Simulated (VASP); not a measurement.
# CdSe (F-43m) in VASP: further runs, part 2 of 2

VASP 6.6.1. Earlier steps stand in the parts before.

### 4 Single point, PBE

The input, INCAR:

```
SYSTEM = CdSe
ALGO = Normal ; EDIFF = 1E-7
ENCUT = 500 ; GGA = PE
ISIF = 2 ; ISMEAR = 0
LASPH = .True. ; LCHARG = .False.
LREAL = .False. ; LWAVE = .False.
NELM = 80 ; PREC = Accurate
SIGMA = 0.02
```

The input, KPOINTS:

```
k-points
0
Gamma
  5 5 5
  0 0 0
```

The input, POSCAR:

```
CdSe
1.0
    0.0000000000      3.0702711986      3.0702711986
    3.0702711986      0.0000000000      3.0702711986
    3.0702711986      3.0702711986      0.0000000000
Cd Se
1 1
Direct
    0.0000000000      0.0000000000      0.0000000000
    0.2500000000      0.2500000000      0.2500000000
```

Potentials or basis: VASP PAW PBE potentials, release 64 (Cd_GW, Se_GW).

The run is started by

```
$ cat potpaw_PBE.64/Cd_GW/POTCAR potpaw_PBE.64/Se_GW/POTCAR > POTCAR
$ mpirun -np 1 vasp_std > vasp.out
```

OUTCAR:

```text
SYSTEM = CdSe
   EDIFF = 1E-7
   ENCUT = 500
   GGA = PE
   ISIF = 2
   ISMEAR = 0
   LASPH = .True.
   LREAL = .False.
   NELM = 80
   PREC = Accurate

 ion  position               nearest neighbor table
   1  0.000  0.000  0.000-   2 2.66   2 2.66   2 2.66   2 2.66
   2  0.250  0.250  0.250-   1 2.66   1 2.66   1 2.66   1 2.66

  LATTYP: Found a face centered cubic cell.
 ALAT       =     6.1405423972

  Lattice vectors:

 A1 = (   0.0000000000,   3.0702711986,   3.0702711986)
 A2 = (   3.0702711986,   0.0000000000,   3.0702711986)
 A3 = (   3.0702711986,   3.0702711986,   0.0000000000)

Analysis of symmetry for initial positions (statically):
=====================================================================
 Subroutine PRICEL returns:
 Original cell was already a primitive cell.

 Routine SETGRP: Setting up the symmetry group for a
 face centered cubic supercell.

 Subroutine GETGRP returns: Found 24 space group operations
 (whereof 24 operations were pure point group operations)
 out of a pool of 48 trial point group operations.

The static configuration has the point symmetry T_d .

Analysis of symmetry for dynamics (positions and initial velocities):
=====================================================================
 Subroutine PRICEL returns:
 Original cell was already a primitive cell.

 Routine SETGRP: Setting up the symmetry group for a
 face centered cubic supercell.

 Subroutine GETGRP returns: Found 24 space group operations
 (whereof 24 operations were pure point group operations)
 out of a pool of 48 trial point group operations.

The dynamic configuration has the point symmetry T_d .

 Subroutine INISYM returns: Found 24 space group operations
 (whereof 24 operations are pure point group operations),
 and found     1 'primitive' translations

----------------------------------------------------------------------------------------

                                     Primitive cell

  volume of cell :      57.8842

  direct lattice vectors                    reciprocal lattice vectors
     0.000000000  3.070271199  3.070271199    -0.162852063  0.162852063  0.162852063
     3.070271199  0.000000000  3.070271199     0.162852063 -0.162852063  0.162852063
     3.070271199  3.070271199  0.000000000     0.162852063  0.162852063 -0.162852063

  length of vectors
     4.342019169  4.342019169  4.342019169     0.282068048  0.282068048  0.282068048

  position of ions in fractional coordinates (direct lattice)
     0.000000000  0.000000000  0.000000000
     0.250000000  0.250000000  0.250000000

  ion indices of the primitive-cell ions
   primitive index   ion index
                 1           1
                 2           2

----------------------------------------------------------------------------------------

 KPOINTS: k-points

Automatic generation of k-mesh.
 Grid dimensions read from file:
 generate k-points for:    5    5    5

 Generating k-lattice:

  Cartesian coordinates                     Fractional coordinates (reciprocal lattice)
    -0.032570413  0.032570413  0.032570413     0.200000000  0.000000000  0.000000000
     0.032570413 -0.032570413  0.032570413     0.000000000  0.200000000  0.000000000
     0.032570413  0.032570413 -0.032570413     0.000000000  0.000000000  0.200000000

  Length of vectors
     0.056413610  0.056413610  0.056413610

  Shift w.r.t. Gamma in fractional coordinates (k-lattice)
     0.000000000  0.000000000  0.000000000

 Subroutine IBZKPT returns following result:
 ===========================================

 Found     10 irreducible k-points:

 Following reciprocal coordinates:
            Coordinates               Weight
  0.000000  0.000000  0.000000      1.000000
  0.200000  0.000000  0.000000      8.000000
  0.400000  0.000000  0.000000      8.000000
  0.200000  0.200000  0.000000      6.000000
  0.400000  0.200000  0.000000     24.000000
 -0.400000  0.200000  0.000000     24.000000
 -0.200000  0.200000  0.000000     12.000000
  0.400000  0.400000  0.000000      6.000000
 -0.400000  0.400000  0.000000     12.000000
 -0.400000  0.400000  0.200000     24.000000
   k-points           NKPTS =     10   k-points in BZ     NKDIM =     10   number of bands    NBANDS=     13
   number of dos      NEDOS =    301   number of ions     NIONS =      2
   total plane-waves  NPLWV =  32768
   dimension x,y,z NGX =    32 NGY =   32 NGZ =   32
   dimension x,y,z NGXF=    64 NGYF=   64 NGZF=   64
   ions per type =               1   1
   NGX,Y,Z   is equivalent  to a cutoff of  12.25, 12.25, 12.25 a.u.
   NGXF,Y,Z  is equivalent  to a cutoff of  24.50, 24.50, 24.50 a.u.
 SYSTEM =  CdSe
   PREC   = accura    normal or accurate (medium, high low for compatibility)
   ISTART =      0    job   : 0-new  1-cont  2-samecut
   ICHARG =      2    charge: 1-file 2-atom 10-const
   ISPIN  =      1    spin polarized calculation?
   LNONCOLLINEAR =      F non collinear calculations
   LSORBIT =      F    spin-orbit coupling
   LASPH  =      T    aspherical Exc in radial PAW
   ENCUT  =  500.0 eV  36.75 Ry    6.06 a.u.   7.92  7.92  7.92*2*pi/ulx,y,z
   NELM   =     80;   NELMIN=  2; NELMDL= -5     # of ELM steps
   EDIFF  = 0.1E-06   stopping-criterion for ELM
   LREAL  =      F    real-space projection
[... 7 lines left out ...]
   TEBEG  =    0.0;   TEEND  =   0.0 temperature during run
   PSTRESS=    0.0 pullay stress
   NELECT =      18.0000    total number of electrons
   NUPDOWN=      -1.0000    fix difference up-down
   EMIN   =  10.00;   EMAX   =-10.00  energy-range for DOS
   EFERMI =   0.00;   METHOD = LEGACY
   ISMEAR =     0;   SIGMA  =   0.02  broadening in eV -4-tet -1-fermi 0-gaus
   EFERMI_NEDOS =   21; number of points for ismear=-14 and -15
   IALGO  =     38    algorithm
   IMIX   =      4    mixing-type and parameters
     AMIX     =   0.40;   BMIX     =  1.00
     AMIX_MAG =   1.60;   BMIX_MAG =  1.00
  volume/ion in A,a.u.               =      28.94       195.31
  Fermi-wavevector in a.u.,A,eV,Ry     =   1.109121  2.095935 16.737199  1.230149
  Thomas-Fermi vector in A             =   2.245657
   LORBIT       =      0    0 simple, 1 ext, 2 COOP (PROOUT), +10 PAW based schemes
   GGA     = PE    functional components
   LHFCALC =     F    Hartree Fock is set to
   AEXX    =    0.0000 exact exchange contribution
   IVDW    =     0    specifies the selected vdW correction
   LEPSILON=     F    determine dielectric tensor
   LRPA    =     F    only Hartree local field effects (RPA)
 non-spin polarized calculation
 Gauss-broadening in eV      SIGMA  =   0.02
  energy-cutoff  :      500.00
  volume of cell :       57.88
 maximum number of plane-waves:      1479
   NGX = 15   NGY = 15   NGZ = 15

 number of electron      17.9999996 magnetization

 Free energy of the ion-electron system (eV)
  ---------------------------------------------------
  ext. energy  EPLUGINS =         0.00000000
  ---------------------------------------------------
  free energy    TOTEN  =        -5.51035242 eV

  energy without entropy =       -5.51035242  energy(sigma->0) =       -5.51035242

 E-fermi :   2.0027     XC(G=0):  -8.7630

 val. band max:        1.8649600834   @ k =   0.0000   0.0000   0.0000
 cond. band min:       2.4004886728   @ k =   0.0000   0.0000   0.0000
 fundamental gap:      0.5355285894
 Fermi energy:         2.0027498343

 k-point     1 :       0.0000    0.0000    0.0000
  band No.  band energies     occupation
      1     -10.5675      2.00000
      2      -5.9857      2.00000
      3      -5.9857      2.00000
      4      -5.9857      2.00000
      5      -5.6422      2.00000
      6      -5.6422      2.00000
      7       1.8650      2.00000
      8       1.8650      2.00000
      9       1.8650      2.00000
     10       2.4005      0.00000
     11       7.7940      0.00000
     12       7.7940      0.00000
     13       7.7940      0.00000
[... 129 lines left out ...]
 k-point    10 :      -0.4000    0.4000    0.2000
  band No.  band energies     occupation
      1     -10.1364      2.00000
      2      -5.8285      2.00000
      3      -5.8199      2.00000
      4      -5.6881      2.00000
      5      -5.6238      2.00000
      6      -5.2704      2.00000
      7      -1.9243      2.00000
      8      -0.3216      2.00000
      9       0.2742      2.00000
     10       6.3960      0.00000
     11       6.8431      0.00000
     12       8.1804      0.00000
     13      10.4963      0.00000

------------------------ aborting loop because EDIFF is reached ----------------------------------------

  FORCE on cell =-STRESS in cart. coord.  units (eV):
  Direction    XX          YY          ZZ          XY          YZ          ZX
  --------------------------------------------------------------------------------------
  -------------------------------------------------------------------------------------
  Total        0.4754276      0.4754276      0.4754276     -0.0000000      0.0000000     -0.0000000
  in kB       13.1593605     13.1593605     13.1593605     -0.0000000      0.0000000     -0.0000000
  external PRESSURE =      13.1593605 kB  Pullay stress =       0.0000000 kB

 VOLUME and BASIS-vectors are now :
 -----------------------------------------------------------------------------
  energy-cutoff  :      500.00
  volume of cell :       57.88
      direct lattice vectors                 reciprocal lattice vectors
     0.000000000  3.070271199  3.070271199    -0.162852063  0.162852063  0.162852063
     3.070271199  0.000000000  3.070271199     0.162852063 -0.162852063  0.162852063
     3.070271199  3.070271199  0.000000000     0.162852063  0.162852063 -0.162852063

 POSITION                                       TOTAL-FORCE (eV/Angst)
 -----------------------------------------------------------------------------------
      0.00000      0.00000      0.00000         0.000000      0.000000     -0.000000
      1.53514      1.53514      1.53514        -0.000000     -0.000000      0.000000
 -----------------------------------------------------------------------------------
    total drift:                                0.000000      0.000000      0.000000

  FREE ENERGIE OF THE ION-ELECTRON SYSTEM (eV)
  ---------------------------------------------------
  free  energy   TOTEN  =        -5.5103524241 eV

  energy  without entropy=       -5.5103524241  energy(sigma->0) =       -5.51035242
```

OSZICAR:

```text
N       E                     dE             d eps       ncg     rms          rms(c)
DAV:   1     0.832245106220E+02    0.83225E+02   -0.89845E+03   316   0.118E+03
DAV:   2    -0.806653053647E+00   -0.84031E+02   -0.81198E+02   361   0.289E+02
DAV:   3    -0.568584251463E+01   -0.48792E+01   -0.48588E+01   329   0.633E+01
DAV:   4    -0.590122663188E+01   -0.21538E+00   -0.21529E+00   386   0.149E+01
DAV:   5    -0.590394148000E+01   -0.27148E-02   -0.27148E-02   329   0.136E+00    0.561E+00
DAV:   6    -0.553405816240E+01    0.36988E+00   -0.64433E-01   328   0.105E+01    0.443E+00
DAV:   7    -0.551038329163E+01    0.23675E-01   -0.21762E-01   326   0.351E+00    0.176E+00
DAV:   8    -0.551036631972E+01    0.16972E-04   -0.22194E-02   295   0.201E+00    0.250E-01
DAV:   9    -0.551036367216E+01    0.26476E-05   -0.42935E-03   315   0.963E-01    0.531E-02
DAV:  10    -0.551033113145E+01    0.32541E-04   -0.33425E-04   321   0.250E-01    0.504E-02
DAV:  11    -0.551036744718E+01   -0.36316E-04   -0.41342E-04   260   0.217E-01    0.775E-02
DAV:  12    -0.551035459722E+01    0.12850E-04   -0.55932E-05   325   0.915E-02    0.276E-02
DAV:  13    -0.551035592059E+01   -0.13234E-05   -0.19925E-06   372   0.134E-02    0.325E-02
DAV:  14    -0.551035223097E+01    0.36896E-05   -0.98196E-06   300   0.191E-02    0.156E-02
DAV:  15    -0.551035286897E+01   -0.63800E-06   -0.47176E-06   379   0.171E-02    0.374E-03
DAV:  16    -0.551035275940E+01    0.10956E-06   -0.28889E-07   308   0.539E-03    0.367E-03
DAV:  17    -0.551035244371E+01    0.31569E-06   -0.60042E-07   280   0.517E-03    0.455E-04
DAV:  18    -0.551035242407E+01    0.19648E-07   -0.11338E-07   211   0.287E-03
   1 F= -.55103524E+01 E0= -.55103524E+01  d E =-.658934E-24
```

Wall time 15 s (1 thread of Intel Xeon Platinum 8259CL at 2.50GHz (Skylake/Cascade Lake), shared host); peak memory 0.18 GiB.

Results:

- Free energy: -5.5104 eV
- Pressure: 1.3 GPa
- Band gap on the k mesh: 0.54 eV, direct

As with any semilocal functional, this PBE gap is likely too small.

### 5 Single point, PBEsol

The input, INCAR:

```
PREC = Accurate
ENCUT = 520
EDIFF = 1E-6
ISMEAR = 0
SIGMA = 0.02
LREAL = F
LASPH = T
NELM = 60
ALGO = Fast
ISIF = 2
LWAVE = F
LCHARG = T
GGA = PS
LELF = T
LVHAR = T
NBANDS = 16
```

The input, KPOINTS:

```
Automatic mesh
0
Gamma
  8 8 8
```

The input, POSCAR:

```
CdSe
4.342
    0.000000000000      0.707109902948      0.707109902948
    0.707109902948      0.000000000000      0.707109902948
    0.707109902948      0.707109902948      0.000000000000
Cd Se
1 1
Direct
    0.0000000000      0.0000000000      0.0000000000
    0.2500000000      0.2500000000      0.2500000000
```

Potentials or basis: VASP PAW PBE potentials, release 64 (Cd, Se).

The run is started by

```
$ cat potpaw_PBE.64/Cd/POTCAR potpaw_PBE.64/Se/POTCAR > POTCAR
$ mpirun -np 1 vasp_std > vasp.out
```

It took 21 s on 1 thread of Intel Xeon Platinum 8259CL at 2.50GHz (Skylake/Cascade Lake), shared host; peak memory 0.19 GiB.

Results (log left out):

* Free energy: -6.1729 eV
* Pressure: -1.1 GPa
* Band gap on the k mesh: 0.43 eV, direct

Levels at points of the mesh, in eV from the valence-band top:
| k point | band 5 | band 6 | band 7 | band 8 | band 9 | band 10 | band 11 | band 12 | band 13 | band 14 |
| --- | --- | --- | --- | --- | --- | --- | --- | --- | --- | --- |
| (0.00, 0.00, 0.00) | -7.47 | -7.47 | 0.00 | 0.00 | 0.00 | 0.43 | 5.85 | 5.85 | 5.85 | 9.48 |
| (0.50, 0.00, 0.00) | -7.45 | -7.20 | -4.28 | -0.72 | -0.72 | 2.25 | 6.35 | 6.35 | 7.20 | 9.79 |
| (0.50, 0.50, 0.00) | -7.41 | -7.14 | -4.00 | -1.78 | -1.78 | 3.05 | 3.65 | 8.85 | 9.96 | 9.96 |

Caveat: the PAW data sets were made with another functional, which shifts forces and pressure a little.

### 6 For comparison

An earlier run on the cell as given: functional PBEsol; potentials or basis VASP PAW PBE potentials, release 64 (Cd, Se); cutoff 520 eV; k mesh 8 × 8 × 8; occupations fermi-dirac, width 0.05 eV; no spin polarisation.

- Pressure: -1.1 GPa
- Band gap on the k mesh: 0.43 eV, direct

### 7 Summary

```tsv
level	potentials or basis	k mesh	cutoff (eV)	smearing	ladder	mesh quality	gap on the mesh (eV)	pressure (GPa)
PBE	VASP PAW PBE potentials, release 64 (Cd, Se)	8 × 8 × 8	520	gaussian 0.025 eV	-	not flagged	0.55	1.6
PBE	VASP PAW PBE potentials, release 64 (Cd_GW, Se_GW)	4 × 4 × 4	500	gaussian 0.02 eV	-	coarse	0.53	1.5
PBE	VASP PAW PBE potentials, release 64 (Cd_GW, Se_GW)	5 × 5 × 5	500	gaussian 0.02 eV	-	not flagged	0.54	1.3
PBEsol	VASP PAW PBE potentials, release 64 (Cd, Se)	8 × 8 × 8	520	gaussian 0.02 eV	-	not flagged	0.43	-1.1
PBEsol	VASP PAW PBE potentials, release 64 (Cd, Se)	8 × 8 × 8	520	fermi-dirac 0.05 eV	free	not flagged	0.43	-1.1
```

Alike in all rows: task single point; no spin polarisation; cell as given.

Caveats: some runs use coarse meshes; the PAW data sets were made with another functional, which shifts forces and pressure a little (some runs).

Total energies depend on the potentials used, so only differences within one code and one set of settings carry meaning.
